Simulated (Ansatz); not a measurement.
# ZrSe2: how the settings move a single-point run

Aim: see which settings change the result for ZrSe2, by how much, and at what cost.

Computed with Ansatz 0.2.0 (reference: DFT, PBE, plane waves, PAW, unless a step's input says otherwise).

6 further runs of the same task are left out: 6 that didn't finish.

### 1 The system as given

It takes space group P-3m1 (No. 164, trigonal). The conventional cell has a = 3.788 Å, b = 3.788 Å, c = 6.180 Å, α = 90.00°, β = 90.00°, γ = 120.00°. Zr (site symmetry -3m) is surrounded by 6 Se at 2.69 Å. Around Se (site symmetry 3m) lie 3 Zr at 2.69 Å.

As a file:

```xyz
3
Lattice="3.7881 0.0000 0.0000 -1.8941 3.2806 0.0000 0.0000 0.0000 6.1801" Properties=species:S:1:pos:R:3 pbc="T T T"
Zr    0.0000    0.0000    0.0000
Se    0.0000    2.1871    1.5686
Se    1.8941    1.0935    4.6115
```

### 2 Reference

Contents of input.yaml:

```yaml
crystal:
  lattice:
    - [3.7881123217, 0.0, 0.0]
    - [-1.8940561609, 3.280601503, 0.0]
    - [0.0, 0.0, 6.1800626954]
  atoms:
    - { symbol: Zr, position: [0.0, 0.0, 0.0] }
    - { symbol: Se, position: [0.3333333333, 0.6666666667, 0.2538098229] }
    - { symbol: Se, position: [0.6666666667, 0.3333333333, 0.7461901771] }
kpoints:
  mp_grid: { grid: [6, 6, 4] }
hamiltonian:
  xc: pbe
scf:
  occupations: { method: fixed }
  n_extra_bands: 4
output:
  forces: true
  stress: true
  eigenvalues: true
```

On the command line:

```bash
ansatz run input.yaml --threads 4 --pin off --max-ram 3686MiB --backend cpu --events-out ev --progress --plain --runs-dir out
```

### 3 Variant: xc_grid 3

Edit input.yaml of step 2 so:

```diff
@@ -20 +20,3 @@
   eigenvalues: true
+basis:
+  xc_grid: 3
```

### 4 Changed: mp_grid.grid [6, 6, 2], xc hse06

Edit input.yaml of step 2 so:

```diff
@@ -10,5 +10,5 @@
 kpoints:
-  mp_grid: { grid: [6, 6, 4] }
+  mp_grid: { grid: [6, 6, 2] }
 hamiltonian:
-  xc: pbe
+  xc: hse06
 scf:
```

What does the calculation give? Wanted: for each run, ending; energy change; pressure; gap; force.

The runs gave:

```csv
run,ending,energy change,pressure (GPa),gap (eV),force (eV/Å),cycles,time
reference,converged,0,1.6,0.30,0.10,6,0.72 s
1: xc_grid 3,converged,0.0 meV/atom,1.6,0.30,0.10,6,0.71 s
"2: mp_grid.grid [6, 6, 2], xc hse06",converged,not comparable,0.4,0.96,0.14,20,14 s
```

Residual by cycle in the longest SCF loop of each run; runs are numbered as in the table. The quantity is the density residual dr2, in eV.

```csv
cycle,reference,run 1,run 2
1,0.00159,0.00159,0.215
2,2.5e-4,2.5e-4,0.234
3,5.1e-5,5.1e-5,0.00428
4,4.6e-6,4.6e-6,0.00172
5,3.4e-7,3.4e-7,1.2e-4
6,3.0e-8,3.0e-8,1.5e-5
7,-,-,2.2e-6
```

What this shows: «xc_grid 3» leaves the energy as it was. Of the variants the dearest is «mp_grid.grid [6, 6, 2], xc hse06» (14 s), the cheapest «xc_grid 3» (0.71 s), on a shared host.
